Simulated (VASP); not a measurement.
**NaCl: single point with PBEsol**

Crystal: NaCl.

```
CELL_PARAMETERS angstrom
-0.01090 2.78052 2.77605
2.74971 0.01288 2.75226
2.75807 2.76509 0.00453
ATOMIC_POSITIONS crystal
Na 0.02285 0.02980 0.97144
Cl 0.47715 0.47020 0.52856
```

The cell isn't the ideal one: all atoms moved at random, cell strained at random.

* Program: VASP 6.6.1
* Task: single point
* Functional: PBEsol
* Potentials or basis: VASP PAW PBE potentials, release 64 (Na_pv, Cl)
* Cutoff: 520 eV
* k mesh: 8 × 8 × 8
* Occupations: gaussian, width 0.02 eV
* Spin: no spin polarisation

| Quantity | Value |
| --- | --- |
| Pressure | 2.5 GPa |
| Largest force | 0.712 eV/Å |
| Band gap on the k mesh | 5.16 eV, direct |

Forces in eV/Å, atoms in the order of the input:
```
Na  -0.005  0.036 -0.712
Cl   0.005 -0.036  0.712
```

Stress tensor (GPa, compression positive):
```
0.99 0.01 0.04
0.01 0.90 0.03
0.04 0.03 5.56
```

Levels at points of the mesh, in eV from the valence-band top:
```
           k point  band 5  band 6  band 7  band 8  band 9  band 10
(0.00, 0.00, 0.00)   -0.06   -0.02    0.00    5.16   10.99    11.10
(0.50, 0.00, 0.00)   -2.18   -0.30   -0.28    7.20   10.60    11.02
(0.00, 0.50, 0.00)   -2.16   -0.35   -0.32    7.17   10.65    10.97
(0.50, 0.50, 0.00)   -1.87   -0.68   -0.67    7.55    7.83    11.55
(0.00, 0.00, 0.50)   -2.17   -0.34   -0.30    7.18   10.65    10.97
(0.50, 0.00, 0.50)   -1.88   -0.71   -0.67    7.56    7.87    11.56
(0.00, 0.50, 0.50)   -1.88   -0.73   -0.66    7.56    7.87    11.59
(0.50, 0.50, 0.50)   -2.17   -0.33   -0.29    7.18   10.62    10.98
```

Wall time 84 s on 1 thread of AMD EPYC 9R45 (Zen 5), with other jobs on the host, peak memory 0.22 GiB.

Caveat: the PAW data sets were made with another functional, which shifts forces and pressure a little.
